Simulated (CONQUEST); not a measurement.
## Sb under changes of volume

One of the cells (31.554 Å³/atom); the others are scaled copies at fixed shape and fractional positions:

```
Sb
1.0
     3.16000    0.00000    0.00000
     0.00000    3.16000    0.00000
     0.00000    0.00000    3.16000
Sb
1
Cartesian
  0.0000 0.0000 0.0000
```

This isn't the form of Sb at room conditions, which is rhombohedral.

| Item | Value |
| --- | --- |
| Program | CONQUEST 1.3 |
| Functional | PBE |
| Potentials or basis | PseudoDojo NC PBE, DZP, grid of 32 × 32 × 32 points |
| k mesh | 8 × 8 × 8 |
| Occupations | fermi-dirac, width 0.003 eV |
| Spin | no spin polarisation |

```csv
volume (Å³/atom),energy over the lowest point (meV/atom),pressure (GPa)
29.661,4.57,1.8
30.292,0.00,0.4
30.923,2.13,-1.2
31.554,8.54,-1.9
32.186,18.01,-2.9
32.817,?,?
33.448,45.90,-4.4
```

Q: What does the run at 32.817 Å³/atom give?

A: Energy over the lowest point 30.50 meV/atom; pressure -3.4 GPa.

Worked out: A Birch-Murnaghan fit of order 3 (a polynomial in V^(-2/3)) to the other rows has its minimum at 30.41 Å³/atom with B0 = V·E''(V) = 68 GPa (rough, since the energies scatter). It gives 31.03 meV/atom at 32.817 Å³/atom, against the run's 30.50, and -dE/dV = -3.5 GPa, against -3.4.

Energies are extrapolated to zero smearing.

Caveats: the basis of atomic orbitals isn't converged, which shifts pressures, moduli and gaps.
